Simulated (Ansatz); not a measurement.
Ansatz input

```yaml
crystal:
  lattice:
    - [4.5302708305, 0.0, 0.0]
    - [-2.2651354153, 3.9233296253, 0.0]
    - [0.0, 0.0, 5.9374277414]
  atoms:
    - { symbol: Te, position: [0.2684005448, 0.0, 0.3333333333] }
    - { symbol: Te, position: [1.0, 0.2684005448, 0.6666666667] }
    - { symbol: Te, position: [0.7315994552, 0.7315994552, 0.0] }
hamiltonian:
  xc: pbe0
  pseudopotentials:
    kind: paw
    azcp:
      Te: "pseudopotentials/Te.paw.azcp"
basis:
  ecutwfc: 420
  fft_grid_basis: typed
kpoints:
  mp_grid: { grid: [4, 4, 3], shift: [0, 0, 0] }
magnetization:
  spin_polarized: false
scf:
  occupations: { method: fermi_dirac, width: 0.1 }
```

Output

```
Engine: ansatz 0.2.0, aarch64-unknown-linux-gnu
Pseudopotentials: kind: paw
Pseudopotential: Te, paw, valence charge 16, recommended cutoff 420 eV (normal) 
Functional definition: PBE0
  parameter a = 0.25
  parameter kappa = 0.804
  parameter beta = 0.06672455060314922
  exchange = (1 - a)*pbe_x(kappa = kappa, mu = beta*pi^2/3) + a*exact_x
  correlation = pbe_c(beta = beta)
Crystal: 3 atoms, lattice volume = 105.530 Å³
Basis set: ecut = 420 eV, 2077 PW (Γ)
Bands: 29, of which v1, the nominal top of the filled ones, is band 24 counted from 1 (23 counted from 0)
Symmetry: 6 space group operations
Space group: P3121 (ITA 152), of the structure as read, at distance tolerance 4.7e-5 Å
k-points: 9 of 48 (time reversal used)
Non-local potential: Te, projectors of the file, l = 0: 2, l = 1: 2, l = 2: 2, l = 3: 2
PAW form: soft (Blöchl's): semilocal exchange-correlation on the pseudo side does not see the compensation charge
PAW frozen core: Te, regenerated for the run's functional, and the local potential with it (the file was generated under x = pbe(κ = 0.804, μ = 0.2195149727645171), c = pbe(β = 0.06672455060314922))
PAW one-centre angular grid: Te, 590 points (default); XC on 64 Gauss nodes
Initial density: superposition of atomic densities (neutral atoms: chi_scale 0, normalization atom), corrected by the library's trained network
Initial wavefunctions: pseudopotential atomic-orbital guess
Functional: x = pbe(κ = 0.804, μ = 0.2195149727645171), c = pbe(β = 0.06672455060314922), warm-up for x = 0.75 pbe(κ = 0.804, μ = 0.2195149727645171) + 0.25 exact, c = pbe(β = 0.06672455060314922)
SCF iter   1: F=—  HF=-20939.847593 eV  |F-HF|=—  |Δ(HF+E_count)|=         —  Δρ=1.32e-3  dr2=1.20e-3  ethr=1.77e-3  ⟨swp⟩=10.4  Hψ=1072  notcnv=0
SCF iter   2: F=—  HF=-20939.849352 eV  |F-HF|=—  |Δ(HF+E_count)|=   1.76e-3  Δρ=6.39e-4  dr2=2.37e-4  ethr=2.51e-6  ⟨swp⟩=4.3  Hψ=772  notcnv=0  defer=2
SCF iter   3: F=-20939.849785 eV  HF=-20939.849740 eV  |F-HF|=4.52e-5  |Δ(HF+E_count)|=   3.88e-4  Δρ=2.39e-4  dr2=4.10e-5  ethr=4.95e-7  ⟨swp⟩=3.2  Hψ=588  notcnv=0  defer=2
SCF 1 stopped early in 3 iterations: F = -20939.849785 eV  dr2 = 4.10e-5
Initial density: handed on by an earlier stage of this run
Initial wavefunctions: those handed on with the density
Functional: x = 0.75 pbe(κ = 0.804, μ = 0.2195149727645171) + 0.25 exact, c = pbe(β = 0.06672455060314922)
Frozen-core exchange: fock
SCF iter   1: F=—  HF=-20950.298094 eV  |F-HF|=—  |Δ(HF+E_count)|=         —  Δρ=4.14e-3  dr2=1.35e-2  ethr=8.55e-7  ⟨swp⟩=9.4  Hψ=1254  notcnv=0
SCF iter   2: F=—  HF=-20950.294011 eV  |F-HF|=—  |Δ(HF+E_count)|=   4.08e-3  Δρ=1.79e-3  dr2=6.93e-3  ethr=8.55e-7  ⟨swp⟩=4.1  Hψ=850  notcnv=0
SCF iter   3: F=—  HF=-20950.315032 eV  |F-HF|=—  |Δ(HF+E_count)|=   2.10e-2  Δρ=1.24e-3  dr2=1.64e-3  ethr=8.55e-7  ⟨swp⟩=4.1  Hψ=827  notcnv=0
SCF iter   4: F=—  HF=-20950.316185 eV  |F-HF|=—  |Δ(HF+E_count)|=   1.15e-3  Δρ=4.20e-4  dr2=1.81e-4  ethr=8.55e-7  ⟨swp⟩=3.6  Hψ=630  notcnv=0
SCF iter   5: F=-20950.316262 eV  HF=-20950.316268 eV  |F-HF|=5.71e-6  |Δ(HF+E_count)|=   8.25e-5  Δρ=1.52e-4  dr2=2.15e-5  ethr=3.08e-7  ⟨swp⟩=3.1  Hψ=552  notcnv=0  defer=1
SCF 2 stopped early in 5 iterations: F = -20950.316262 eV  dr2 = 2.15e-5
hybrid outer 1: dexx = +3.105e-2 eV, tail = 2.49e-4 eV
Frozen-core exchange: fock
SCF iter   1: F=—  HF=-20950.316425 eV  |F-HF|=—  |Δ(HF+E_count)|=         —  Δρ=2.90e-5  dr2=1.34e-6  ethr=2.59e-6  ⟨swp⟩=5.2  Hψ=589  notcnv=0
SCF iter   2: F=—  HF=-20950.316427 eV  |F-HF|=—  |Δ(HF+E_count)|=   2.60e-6  Δρ=1.85e-5  dr2=2.72e-7  ethr=2.26e-9  ⟨swp⟩=4.3  Hψ=954  notcnv=0  defer=1
SCF iter   3: F=-20950.316428 eV  HF=-20950.316428 eV  |F-HF|=1.20e-8  |Δ(HF+E_count)|=   1.61e-7  Δρ=8.13e-6  dr2=4.57e-8  ethr=5.08e-10  ⟨swp⟩=3.8  Hψ=575  notcnv=0  defer=3
SCF 3 converged in 3 iterations: F = -20950.316428 eV  dr2 = 4.57e-8
hybrid outer 2: dexx = +2.334e-6 eV, tail = 1.42e-7 eV, Δε = 2.58e-3 eV (about 1.56e-4 eV left of the loop's levels)
hybrid SCF converged: 2 outer / 8 inner (+3 warm-up), last move |dexx| = 2.33e-6 eV, tail = 1.42e-7 eV
Stability not checked: this state was not tested for a lower state beside it, because the functional holds exact exchange (a hybrid, or Hartree-Fock), whose exchange loop this test does not read (fock_operator; see scf.lower_state_search)
Free energy (F): -20950.316428 eV
Frozen-core exchange: fock
Harris-Foulkes:  -20950.316428 eV  (|F-HF|=1.20e-8)
Internal energy: -20950.316364 eV  (E = F + TS)
E sigma→0 (E₀):  -20950.316396 eV
Entropy (-TS):   -0.000063 eV (-0.021 meV/atom)
Fermi energy:    8.303178 eV
--- Per-component energies (eV) ---
  E_band       = -941.002051
  E_kinetic    = 537.473426
  E_local      = -3915.014472  (includes V_loc(G=0)·N_el)
  E_nonlocal   = -934.936324
  E_hartree    = 2470.074875
  E_xc         = -286.564777
  E_vxc        = -240.294739  (∫ρ·V_xc dr)
  E_exx        = -154.615786  (= α·E_x^exact, valence–valence)
  E_paw        = -13927.178502  (= ΣΔE_a)
  E_vpaw       = -1019.144107  (= ΣTr[D̂ρ^β])
  E_aug_tail   = -0.000596  (compensation charges beyond the density's cutoff)
  E_ewald      = -4739.049417
  E_core_change = -0.504791  (= ΣΔE_core)
  E_smearing   = -0.000063  (= −TS)
  E_closure    = 0.000000  (closes the sum)
  Σ components = -20950.316428   (vs F -20950.316428, Δ=0.00e0)
--- Band table (eV; the first three rows and the last of 9) ---
  k-point 0: bands = ["-32.4225", "-32.4225", "-32.3720", "-32.3707", "-32.3707", "-32.3062", "-32.1941", "-32.1913", "-32.1913", "-32.1578", "-32.1561", "-32.1561", "-32.1235", "-32.1011", "-32.1011", "-7.2391", "-3.6534", "-3.6534", "4.2529", "4.6438", "4.6438", "5.7063", "5.7063", "6.5815", "9.7277", "9.7277", "10.3286"]
  k-point 1: bands = ["-32.4433", "-32.3920", "-32.3777", "-32.3756", "-32.3549", "-32.3241", "-32.1945", "-32.1944", "-32.1870", "-32.1578", "-32.1570", "-32.1558", "-32.1162", "-32.1053", "-32.1015", "-6.8032", "-5.5429", "-1.7798", "3.6855", "4.4743", "4.8086", "5.9646", "6.1168", "6.5181", "9.1790", "9.2630", "9.4862"]
  k-point 2: bands = ["-32.4216", "-32.4204", "-32.3723", "-32.3705", "-32.3698", "-32.3069", "-32.1960", "-32.1905", "-32.1896", "-32.1592", "-32.1568", "-32.1541", "-32.1317", "-32.1010", "-32.0953", "-6.8136", "-3.8767", "-3.5547", "2.6168", "3.4258", "3.8712", "6.0060", "6.4988", "6.6573", "9.5524", "9.7518", "10.5539"]
  k-point 8: bands = ["-32.4421", "-32.3893", "-32.3758", "-32.3750", "-32.3542", "-32.3239", "-32.1968", "-32.1940", "-32.1847", "-32.1618", "-32.1554", "-32.1531", "-32.1288", "-32.1112", "-32.0882", "-5.8439", "-4.9622", "-3.2869", "2.0066", "2.5617", "3.1895", "5.1047", "6.5704", "7.3258", "9.4447", "10.2729", "11.4284"]
  guard bands above this table: 2 of the run's 29 bands, where the rule asks 3: the bands that hold charge and the lowest empty level above them stay in the table. The solve was not asked for them (output.publish_guard_bands: true or output.eigenvalues: true publishes all)
```
